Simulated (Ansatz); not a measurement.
**TiC under changes of volume**

One of the cells (10.158 Å³/atom); the others are scaled copies at fixed shape and fractional positions:

```xyz
2
Lattice="0.0000 2.1657 2.1657 2.1657 0.0000 2.1657 2.1657 2.1657 0.0000" Properties=species:S:1:pos:R:3 pbc="T T T"
Ti    0.0000    0.0000    0.0000
C     2.1657    2.1657    2.1657
```

The cell is a database's computed one.

```yaml
Program: Ansatz 0.2.0
Functional: PBE
Potentials_or_basis: Ansatz PAW
Cutoff: "420 eV (not typed: the program's choice for these potentials)"
k_mesh: 11 × 11 × 11
Occupations: fermi-dirac, width 0.05 eV
Spin: no spin polarisation
```

| volume (Å³/atom) | energy over the lowest point (meV/atom) | pressure (GPa) |
| --- | --- | --- |
| 9.548 | 32.93 | 17.9 |
| 9.752 | ? | ? |
| 9.955 | 3.64 | 5.6 |
| 10.158 | 0.00 | 0.3 |
| 10.361 | 2.70 | -4.5 |
| 10.564 | 11.23 | -8.8 |
| 10.767 | 24.97 | -12.8 |

**Question.** What does the run at 9.752 Å³/atom give?

**Answer.** Energy over the lowest point 14.37 meV/atom; pressure 11.4 GPa.

Worked out: A Birch-Murnaghan fit of order 3 (a polynomial in V^(-2/3)) to the other rows has its minimum at 10.17 Å³/atom with B0 = V·E''(V) = 251 GPa and B' = 3.9. It gives 14.34 meV/atom at 9.752 Å³/atom, against the run's 14.37, and -dE/dV = 11.4 GPa, against 11.4.

Energies are extrapolated to zero smearing.
